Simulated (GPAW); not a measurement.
# GaN (P6_3mc) in GPAW: a series of runs

Aim: see how the results for GaN move with the level of theory and the settings. Levels: r4SCAN, PBEint. Tasks: relaxation of cell and atoms.

Everything below comes from runs of GPAW 26.7.0. Logs are shortened: lines on timing, memory, paths and dates and some standing lists are left out, and cuts for length are marked. The log counts tension as positive stress, the text compression.

## Step 1: The crystal as given

Symmetry: P6_3mc, No. 186, hexagonal system. Conventional cell: a = 3.180 Å, b = 3.180 Å, c = 5.166 Å, α = 90.00°, β = 90.00°, γ = 120.00°. Ga (site symmetry 3m) has 4 N at 1.94 to 1.95 Å as nearest neighbours. Around N (site symmetry 3m) lie 4 Ga at 1.94 to 1.95 Å.

## Step 2: Relaxation of cell and atoms, r4SCAN

The input, run.py:

```python
from ase.filters import FrechetCellFilter
from ase.io import read, write
from ase.optimize import LBFGS
from gpaw import GPAW, PW

atoms = read('GaN.cif')

calc = GPAW(mode=PW(800),
            xc='MGGA_X_R4SCAN+MGGA_C_R2SCAN',
            kpts={'size': (7, 7, 4), 'gamma': True},
            occupations={'name': 'fermi-dirac', 'width': 0.05},
            nbands=18,
            convergence={'density': 1e-06, 'energy': 1e-06, 'eigenstates': 1e-10},
            maxiter=150,
            txt='gpaw.txt')
atoms.calc = calc
opt = LBFGS(FrechetCellFilter(atoms), trajectory='relax.traj', logfile='-')
done = opt.run(fmax=0.01, steps=60)
calc.write('gs.gpw')
write('result.traj', atoms)
print('Converged:', done)
print('Cell:', atoms.cell.cellpar().round(4))
print('Volume:', round(atoms.get_volume(), 4))
print(atoms.get_scaled_positions().round(5))
```

The input, GaN.cif:

```cif
data_GaN
_cell_length_a 3.18000000
_cell_length_b 3.18000000
_cell_length_c 5.16600000
_cell_angle_alpha 90.00000000
_cell_angle_beta 90.00000000
_cell_angle_gamma 120.00000000
_space_group_name_H-M_alt 'P6_3mc'
_space_group_name_Hall 'P 6c -2c'
_space_group_IT_number 186
loop_
_space_group_symop_operation_xyz
'x,y,z'
'x-y,x,z+1/2'
'-y,x-y,z'
'-x,-y,z+1/2'
'-x+y,-x,z'
'y,-x+y,z+1/2'
'y,x,z+1/2'
'x,x-y,z'
'x-y,-y,z+1/2'
'-y,-x,z'
'-x,-x+y,z+1/2'
'-x+y,y,z'
loop_
_atom_site_label
_atom_site_type_symbol
_atom_site_symmetry_multiplicity
_atom_site_Wyckoff_symbol
_atom_site_fract_x
_atom_site_fract_y
_atom_site_fract_z
_atom_site_occupancy
Ga1 Ga 2 b 0.6666666667 0.3333333333 0.5000000000 1
N1 N 2 b 0.6666666667 0.3333333333 0.8750000000 1
```

Potentials or basis: GPAW PAW data sets (gpaw-data 1.2.1), pw.

Launch:

```sh
$ OMP_NUM_THREADS=1 python run.py
```

gpaw.txt:

```text
__  _  _
 | _ |_)|_||  |
 |__||  | ||/\| - 26.7.0

Input parameters:
  mode=PW(ecut=800.0),
  convergence={'density': 1e-06, 'energy': 1e-06, 'eigenstates': 1e-10},
  kpts=MonkhorstPack(size=(7, 7, 4), gamma=True),
  maxiter=150,
  nbands=18,
  occupations=Occupations(name='fermi-dirac', width=0.05),
  xc=XC(name='MGGA_X_R4SCAN+MGGA_C_R2SCAN')

Diagonalizing LCAO Hamiltonian
Converting LCAO to pw mode

           N

           Ga
        N

        Ga

Atoms  # Å, Bohr magnetons
|   | symbol |        x |        y |        z |    initial magnetic moments |
|---|--------|----------|----------|----------|-----------------------------|
| 0 |     Ga | 1.590000 | 0.917987 | 2.583000 | ( 0.0000,  0.0000,  0.0000) |
| 1 |     Ga | 0.000000 | 1.835974 | 0.000000 | ( 0.0000,  0.0000,  0.0000) |
| 2 |      N | 1.590000 | 0.917987 | 4.520250 | ( 0.0000,  0.0000,  0.0000) |
| 3 |      N | 0.000000 | 1.835974 | 1.937250 | ( 0.0000,  0.0000,  0.0000) |

Unit cell  # Å
| periodic |         x |        y |        z |  lengths |     angles |
|----------|-----------|----------|----------|----------|------------|
|      yes |  3.180000 | 0.000000 | 0.000000 | 3.180000 |  90.000000 |
|      yes | -1.590000 | 2.753961 | 0.000000 | 3.180000 |  90.000000 |
|      yes |  0.000000 | 0.000000 | 5.166000 | 5.166000 | 120.000000 |

Number of symmetries: 6
Symmetry operations  # r_c * U_cc + t_c -> r_c
|   | kind |            matrix            |
|---|------|------------------------------|
| 0 |  σ   |  1, 1, 0,  0,-1, 0,  0, 0, 1 |
| 1 |  E   |  1, 0, 0,  0, 1, 0,  0, 0, 1 |
| 2 |  C3  |  0, 1, 0, -1,-1, 0,  0, 0, 1 |
| 3 |  σ   |  0,-1, 0, -1, 0, 0,  0, 0, 1 |
| 4 |  σ   | -1, 0, 0,  1, 1, 0,  0, 0, 1 |
| 5 |  C3  | -1,-1, 0,  1, 0, 0,  0, 0, 1 |

BZ-sampling:
  Number of BZ points: 196
  Number of IBZ points: 28

  Monkhorst-Pack size: [7, 7, 4]
  Monkhorst-Pack shift: [0.0, 0.0, 0.125]

K-points  # in reciprocal-cell coordinates
|     |                                coordinates |     weight |
|-----|--------------------------------------------|------------|
|   0 | (  0.00000000,   0.00000000,   0.00000000) | 0.00510204 |
|   1 | (  0.00000000,   0.00000000,   0.25000000) | 0.01020408 |
|   2 | (  0.00000000,   0.00000000,   0.50000000) | 0.00510204 |
|   3 | (  0.14285714,   0.00000000,  -0.25000000) | 0.03061224 |
|   4 | (  0.14285714,   0.00000000,   0.00000000) | 0.03061224 |
|   5 | (  0.14285714,   0.00000000,   0.25000000) | 0.03061224 |
|   6 | (  0.14285714,   0.00000000,   0.50000000) | 0.03061224 |
|   7 | (  0.28571429,  -0.14285714,   0.00000000) | 0.03061224 |
|   8 | (  0.28571429,  -0.14285714,   0.25000000) | 0.06122449 |
|   9 | (  0.28571429,  -0.14285714,   0.50000000) | 0.03061224 |
| ... |                                            |            |
|  27 | (  0.42857143,   0.42857143,   0.50000000) | 0.03061224 |
[... 1126 lines left out ...]
Fermi level: 6.880
Eigenvalues  # (at kpt = [0.000, 0.000, 0.000])
| band index |      eig [eV] | occ [0-2] |
|------------|---------------|-----------|
|          0 |       -10.653 |     2.000 |
|          1 |        -8.417 |     2.000 |
|          2 |        -1.131 |     2.000 |
|          3 |         4.831 |     2.000 |
|          4 |         4.834 |     2.000 |
|          5 |         5.849 |     2.000 |
[... 8 lines left out ...]
|         14 |        18.179 |     0.000 |
|         15 |        18.182 |     0.000 |
|        ... |               |           |
|         17 |        21.552 |     0.000 |

Gap: 2.276 eV
Transition (v -> c):
  (s=0, k=0, n=7, [0.00, 0.00, 0.00]) -> (s=0, k=0, n=8, [0.00, 0.00, 0.00])
No difference between direct/indirect transitions

Stress tensor  # eV/Ang^3
|        x |        y |         z |
|----------|----------|-----------|
| 0.000863 | 0.000000 |  0.000000 |
| 0.000000 | 0.000863 | -0.000000 |
| 0.000000 | 0.000000 |  0.000053 |

Forces  # eV/Ang
|       x |       y |        z |
|---------|---------|----------|
| 0.00000 | 0.00000 |  0.00104 |  # Ga   0
| 0.00000 | 0.00000 |  0.00114 |  # Ga   1
| 0.00000 | 0.00000 | -0.03281 |  # N    2
| 0.00000 | 0.00000 | -0.02161 |  # N    3

Interpolating wave functions to new cell

           N

        N  Ga

        Ga

Atoms  # Å, Bohr magnetons
|   | symbol |        x |        y |         z |    initial magnetic moments |
|---|--------|----------|----------|-----------|-----------------------------|
| 0 |     Ga | 1.604150 | 0.926156 |  2.607525 | ( 0.0000,  0.0000,  0.0000) |
| 1 |     Ga | 0.000000 | 1.852312 | -0.004105 | ( 0.0000,  0.0000,  0.0000) |
| 2 |      N | 1.604150 | 0.926156 |  4.570875 | ( 0.0000,  0.0000,  0.0000) |
| 3 |      N | 0.000000 | 1.852312 |  1.956885 | ( 0.0000,  0.0000,  0.0000) |

Unit cell  # Å
| periodic |         x |         y |         z |  lengths |     angles |
|----------|-----------|-----------|-----------|----------|------------|
|      yes |  3.208299 |  0.000000 | -0.000000 | 3.208299 |  90.000000 |
|      yes | -1.604150 |  2.778469 | -0.000000 | 3.208299 |  90.000000 |
|      yes |  0.000000 | -0.000000 |  5.222948 | 5.222948 | 120.000000 |

Number of symmetries: 6
Symmetry operations  # r_c * U_cc + t_c -> r_c
|   | kind |            matrix            |
|---|------|------------------------------|
| 0 |  σ   |  1, 1, 0,  0,-1, 0,  0, 0, 1 |
| 1 |  E   |  1, 0, 0,  0, 1, 0,  0, 0, 1 |
| 2 |  C3  |  0, 1, 0, -1,-1, 0,  0, 0, 1 |
| 3 |  σ   |  0,-1, 0, -1, 0, 0,  0, 0, 1 |
| 4 |  σ   | -1, 0, 0,  1, 1, 0,  0, 0, 1 |
| 5 |  C3  | -1,-1, 0,  1, 0, 0,  0, 0, 1 |

BZ-sampling:
  Number of BZ points: 196
  Number of IBZ points: 28

  Monkhorst-Pack size: [7, 7, 4]
  Monkhorst-Pack shift: [0.0, 0.0, 0.125]
[... 163 lines left out ...]
Fermi level: 6.837
Eigenvalues  # (at kpt = [0.000, 0.000, 0.000])
| band index |      eig [eV] | occ [0-2] |
|------------|---------------|-----------|
|          0 |       -10.653 |     2.000 |
|          1 |        -8.415 |     2.000 |
|          2 |        -1.134 |     2.000 |
|          3 |         4.832 |     2.000 |
|          4 |         4.835 |     2.000 |
|          5 |         5.848 |     2.000 |
[... 8 lines left out ...]
|         14 |        18.183 |     0.000 |
|         15 |        18.185 |     0.000 |
|        ... |               |           |
|         17 |        21.552 |     0.000 |

Gap: 2.276 eV
Transition (v -> c):
  (s=0, k=0, n=7, [0.00, 0.00, 0.00]) -> (s=0, k=0, n=8, [0.00, 0.00, 0.00])
No difference between direct/indirect transitions

Stress tensor  # eV/Ang^3
|        x |         y |         z |
|----------|-----------|-----------|
| 0.001035 | -0.000000 |  0.000000 |
| 0.000000 |  0.001035 |  0.000000 |
| 0.000000 |  0.000000 | -0.000698 |

Forces  # eV/Ang
|        x |       y |        z |
|----------|---------|----------|
|  0.00000 | 0.00000 | -0.01668 |  # Ga   0
| -0.00000 | 0.00000 | -0.01490 |  # Ga   1
|  0.00000 | 0.00000 | -0.02136 |  # N    2
| -0.00000 | 0.00000 | -0.01317 |  # N    3

Interpolating wave functions to new cell

           N

        N  Ga

        Ga

Atoms  # Å, Bohr magnetons
|   | symbol |        x |        y |         z |    initial magnetic moments |
|---|--------|----------|----------|-----------|-----------------------------|
| 0 |     Ga | 1.603944 | 0.926038 |  2.607431 | ( 0.0000,  0.0000,  0.0000) |
| 1 |     Ga | 0.000000 | 1.852075 | -0.004132 | ( 0.0000,  0.0000,  0.0000) |
| 2 |      N | 1.603944 | 0.926038 |  4.569301 | ( 0.0000,  0.0000,  0.0000) |
| 3 |      N | 0.000000 | 1.852075 |  1.955829 | ( 0.0000,  0.0000,  0.0000) |

Unit cell  # Å
| periodic |         x |        y |         z |  lengths |     angles |
|----------|-----------|----------|-----------|----------|------------|
|      yes |  3.207888 | 0.000000 | -0.000000 | 3.207888 |  90.000000 |
|      yes | -1.603944 | 2.778113 |  0.000000 | 3.207888 |  90.000000 |
|      yes |  0.000000 | 0.000000 |  5.222844 | 5.222844 | 120.000000 |

Number of symmetries: 6
Symmetry operations  # r_c * U_cc + t_c -> r_c
|   | kind |            matrix            |
|---|------|------------------------------|
| 0 |  σ   |  1, 1, 0,  0,-1, 0,  0, 0, 1 |
| 1 |  E   |  1, 0, 0,  0, 1, 0,  0, 0, 1 |
| 2 |  C3  |  0, 1, 0, -1,-1, 0,  0, 0, 1 |
| 3 |  σ   |  0,-1, 0, -1, 0, 0,  0, 0, 1 |
| 4 |  σ   | -1, 0, 0,  1, 1, 0,  0, 0, 1 |
| 5 |  C3  | -1,-1, 0,  1, 0, 0,  0, 0, 1 |

BZ-sampling:
  Number of BZ points: 196
  Number of IBZ points: 28

  Monkhorst-Pack size: [7, 7, 4]
  Monkhorst-Pack shift: [0.0, 0.0, 0.125]
[... 163 lines left out ...]
Fermi level: 6.842
Eigenvalues  # (at kpt = [0.000, 0.000, 0.000])
| band index |      eig [eV] | occ [0-2] |
|------------|---------------|-----------|
|          0 |       -10.651 |     2.000 |
|          1 |        -8.413 |     2.000 |
|          2 |        -1.137 |     2.000 |
|          3 |         4.836 |     2.000 |
|          4 |         4.838 |     2.000 |
|          5 |         5.849 |     2.000 |
[... 8 lines left out ...]
|         14 |        18.190 |     0.000 |
|         15 |        18.193 |     0.000 |
|        ... |               |           |
|         17 |        21.555 |     0.000 |

Gap: 2.277 eV
Transition (v -> c):
  (s=0, k=0, n=7, [0.00, 0.00, 0.00]) -> (s=0, k=0, n=8, [0.00, 0.00, 0.00])
No difference between direct/indirect transitions

Stress tensor  # eV/Ang^3
|         x |        y |         z |
|-----------|----------|-----------|
|  0.000940 | 0.000000 | -0.000000 |
|  0.000000 | 0.000940 |  0.000000 |
| -0.000000 | 0.000000 | -0.001508 |

Forces  # eV/Ang
|        x |       y |        z |
|----------|---------|----------|
|  0.00000 | 0.00000 | -0.03518 |  # Ga   0
| -0.00000 | 0.00000 | -0.03184 |  # Ga   1
|  0.00000 | 0.00000 | -0.01067 |  # N    2
| -0.00000 | 0.00000 | -0.00842 |  # N    3

Interpolating wave functions to new cell

           N

        N  Ga

        Ga

Atoms  # Å, Bohr magnetons
|   | symbol |        x |        y |         z |    initial magnetic moments |
|---|--------|----------|----------|-----------|-----------------------------|
| 0 |     Ga | 1.603266 | 0.925646 |  2.606668 | ( 0.0000,  0.0000,  0.0000) |
| 1 |     Ga | 0.000000 | 1.851292 | -0.005061 | ( 0.0000,  0.0000,  0.0000) |
| 2 |      N | 1.603266 | 0.925646 |  4.564659 | ( 0.0000,  0.0000,  0.0000) |
| 3 |      N | 0.000000 | 1.851292 |  1.952428 | ( 0.0000,  0.0000,  0.0000) |

Unit cell  # Å
| periodic |         x |         y |        z |  lengths |     angles |
|----------|-----------|-----------|----------|----------|------------|
|      yes |  3.206532 | -0.000000 | 0.000000 | 3.206532 |  90.000000 |
|      yes | -1.603266 |  2.776938 | 0.000000 | 3.206532 |  90.000000 |
|      yes |  0.000000 |  0.000000 | 5.223435 | 5.223435 | 120.000000 |

Number of symmetries: 6
Symmetry operations  # r_c * U_cc + t_c -> r_c
|   | kind |            matrix            |
|---|------|------------------------------|
| 0 |  σ   |  1, 1, 0,  0,-1, 0,  0, 0, 1 |
| 1 |  E   |  1, 0, 0,  0, 1, 0,  0, 0, 1 |
| 2 |  C3  |  0, 1, 0, -1,-1, 0,  0, 0, 1 |
| 3 |  σ   |  0,-1, 0, -1, 0, 0,  0, 0, 1 |
| 4 |  σ   | -1, 0, 0,  1, 1, 0,  0, 0, 1 |
| 5 |  C3  | -1,-1, 0,  1, 0, 0,  0, 0, 1 |

BZ-sampling:
  Number of BZ points: 196
  Number of IBZ points: 28

  Monkhorst-Pack size: [7, 7, 4]
  Monkhorst-Pack shift: [0.0, 0.0, 0.125]
[... 2616 lines left out ...]
Eigenvalues  # (at kpt = [0.000, 0.000, 0.000])
| band index |      eig [eV] | occ [0-2] |
|------------|---------------|-----------|
|          0 |       -10.662 |     2.000 |
|          1 |        -8.404 |     2.000 |
|          2 |        -1.114 |     2.000 |
|          3 |         4.812 |     2.000 |
|          4 |         4.815 |     2.000 |
|          5 |         5.853 |     2.000 |
[... 8 lines left out ...]
|         14 |        18.158 |     0.000 |
|         15 |        18.160 |     0.000 |
|        ... |               |           |
|         17 |        21.576 |     0.000 |

Gap: 2.309 eV
Transition (v -> c):
  (s=0, k=0, n=7, [0.00, 0.00, 0.00]) -> (s=0, k=0, n=8, [0.00, 0.00, 0.00])
No difference between direct/indirect transitions

Stress tensor  # eV/Ang^3
|         x |         y |         z |
|-----------|-----------|-----------|
| -0.000234 | -0.000000 |  0.000000 |
|  0.000000 | -0.000234 |  0.000000 |
|  0.000000 |  0.000000 | -0.000280 |

Forces  # eV/Ang
|        x |        y |        z |
|----------|----------|----------|
|  0.00000 | -0.00000 | -0.00668 |  # Ga   0
| -0.00000 |  0.00000 |  0.00764 |  # Ga   1
|  0.00000 | -0.00000 |  0.00004 |  # N    2
| -0.00000 |  0.00000 |  0.00449 |  # N    3

# Writing to gs.gpw (mode='')
```

It took 39 min on 1 thread of Arm Neoverse V1, shared host; peak memory 0.89 GiB.

Results:

| Item | Value |
| --- | --- |
| Free energy | -46.0039 eV |
| Relaxed volume | 11.64 Å³/atom |
| Relaxed cell | a = 3.212 Å, b = 3.212 Å, c = 5.211 Å, α = 90.00°, β = 90.00°, γ = 120.00° |
| Space group after relaxing (to 0.05 Å) | P6_3mc (No. 186) |
| Energy gained by relaxing | 9.8 meV/atom |
| Ionic steps | 18 |
| Pressure after relaxing | 0.0 GPa |
| Largest force after relaxing | 0.008 eV/Å |
| Band gap on the k mesh | 2.31 eV, direct |

Forces on the atoms (eV/Å):
```
Ga   0.000  0.000 -0.007
Ga   0.000  0.000  0.008
N    0.000  0.000  0.000
N    0.000  0.000  0.004
```

Step by step:
```
step  energy change (eV)  largest force (eV/Å)  pressure (GPa)  volume (Å³)
   1              0.0000                0.1097            6.49        45.24
   2             -0.0096                0.0571            5.30        45.46
   3             -0.0304                0.0712            0.53        46.43
   4             -0.0311                0.0580            0.11        46.52
   5             -0.0314                0.0328           -0.10        46.56
   6             -0.0314                0.0214           -0.07        46.56
   7             -0.0315                0.0352           -0.02        46.55
   8             -0.0315                0.0907            0.13        46.51
   9             -0.0315                0.1297            0.25        46.49
  10             -0.0316                0.2672            0.73        46.40
  11             -0.0331                0.1697            0.65        46.41
  12             -0.0356                0.0649            0.51        46.45
  13             -0.0367                0.0544           -0.05        46.57
  14             -0.0376                0.0663           -0.33        46.63
  15             -0.0390                0.0603           -0.51        46.67
  16             -0.0393                0.0549           -0.25        46.61
  17             -0.0392                0.0288            0.01        46.55
  18             -0.0392                0.0076            0.04        46.55
```

Final structure:
```
Ga N
1.0
     3.21174    0.00000    0.00000
    -1.60587    2.78145    0.00000
     0.00000    0.00000    5.21054
Ga N
2 2
Direct
  0.66667 0.33333 0.49108
  0.33333 0.66667 0.99090
  0.66667 0.33333 0.86923
  0.33333 0.66667 0.36916
```

Caveat: the data sets keep Ga 3d, Li 1s and Be 1s frozen, and some such compounds lay over 1.5 % in volume off other programs; later steps reuse the first step's grids; the PAW data sets were made with another functional, which shifts forces and pressure a little. Zero-point motion and thermal expansion aren't in these numbers.

## Step 3: Relaxation of cell and atoms, PBEint

The input, run.py:

```python
from ase import Atoms
from ase.filters import FrechetCellFilter
from ase.io import write
from ase.optimize import BFGS
from gpaw import GPAW, PW, setup_paths

setup_paths.insert(0, '.')

atoms = Atoms(['Ga', 'Ga', 'N', 'N'],
              cell=[[3.18, 0.0, 0.0],
                    [-1.59, 2.753960784, 0.0],
                    [0.0, 0.0, 5.166]],
              scaled_positions=[[0.6666666667, 0.3333333333, 0.5],
                                [0.3333333333, 0.6666666667, 0.0],
                                [0.6666666667, 0.3333333333, 0.875],
                                [0.3333333333, 0.6666666667, 0.375]],
              pbc=True)

calc = GPAW(mode=PW(800),
            xc='GGA_X_PBEINT+GGA_C_PBEINT',
            kpts={'size': (7, 7, 4), 'gamma': True},
            occupations={'name': 'fermi-dirac', 'width': 0.05},
            nbands=18,
            convergence={'density': 1e-06, 'energy': 1e-06, 'eigenstates': 1e-10},
            maxiter=150,
            txt='gpaw.txt')
atoms.calc = calc
opt = BFGS(FrechetCellFilter(atoms), trajectory='relax.traj', logfile='-')
done = opt.run(fmax=0.02, steps=100)
calc.write('gs.gpw')
write('result.traj', atoms)
print('Converged:', done)
print('Cell:', atoms.cell.cellpar().round(4))
print('Volume:', round(atoms.get_volume(), 4))
print(atoms.get_scaled_positions().round(5))
```

Potentials or basis: PAW data sets generated in the run's folder for this functional, pw.

Launch:

```sh
$ gpaw-setup -f GGA_X_PBEINT+GGA_C_PBEINT Ga N
$ OMP_NUM_THREADS=1 python run.py
```

It took 2.6 min on 1 thread of Arm Neoverse V1, shared host; peak memory 0.25 GiB.

It converged, with:

```
Free energy                            : -25.2650 eV
Relaxed volume                         : 11.93 Å³/atom
Relaxed cell                           : a = 3.236 Å, b = 3.236 Å, c = 5.261 Å, α = 90.00°, β = 90.00°, γ = 120.00°
Space group after relaxing (to 0.05 Å) : P6_3mc (No. 186)
Energy gained by relaxing              : 23.9 meV/atom
Ionic steps                            : 6
Pressure after relaxing                : -0.1 GPa
Largest force after relaxing           : 0.003 eV/Å
Band gap on the k mesh                 : 1.68 eV, direct
```

Forces in eV/Å, atoms in the order of the input:
```
Ga   0.000  0.000  0.003
Ga   0.000  0.000  0.003
N    0.000  0.000 -0.003
N    0.000  0.000 -0.003
```

Stress tensor (GPa, compression positive):
```
-0.03  0.00  0.00
 0.00 -0.03  0.00
 0.00  0.00 -0.12
```

Step by step:
| step | energy change (eV) | largest force (eV/Å) | pressure (GPa) | volume (Å³) |
| --- | --- | --- | --- | --- |
| 1 | 0.0000 | 0.1813 | 11.62 | 45.24 |
| 2 | -0.0296 | 0.0852 | 9.48 | 45.64 |
| 3 | -0.0921 | 0.1163 | 1.23 | 47.40 |
| 4 | -0.0945 | 0.0815 | 0.26 | 47.62 |
| 5 | -0.0954 | 0.0282 | -0.10 | 47.71 |
| 6 | -0.0955 | 0.0030 | -0.06 | 47.70 |

Final structure:
```
Ga N
1.0
     3.23566    0.00000    0.00000
    -1.61783    2.80217    0.00000
     0.00000    0.00000    5.26092
Ga N
2 2
Cartesian
  1.6178 0.9341 2.6249
  0.0000 1.8681 -0.0055
  1.6178 0.9341 4.6088
  0.0000 1.8681 1.9783
```

Levels at points of the mesh, in eV from the valence-band top:
| k point | band 4 | band 5 | band 6 | band 7 | band 8 | band 9 | band 10 | band 11 | band 12 | band 13 |
| --- | --- | --- | --- | --- | --- | --- | --- | --- | --- | --- |
| (0.00, 0.00, 0.00) | -0.99 | -0.99 | -0.02 | 0.00 | 0.00 | 1.68 | 4.00 | 8.98 | 9.64 | 9.64 |
| (0.00, 0.00, 0.50) | -3.85 | -0.51 | -0.51 | -0.51 | -0.51 | 4.03 | 4.03 | 8.27 | 8.27 | 10.15 |

Caveat: the data sets keep Ga 3d, Li 1s and Be 1s frozen, and some such compounds lay over 1.5 % in volume off other programs; later steps reuse the first step's grids.
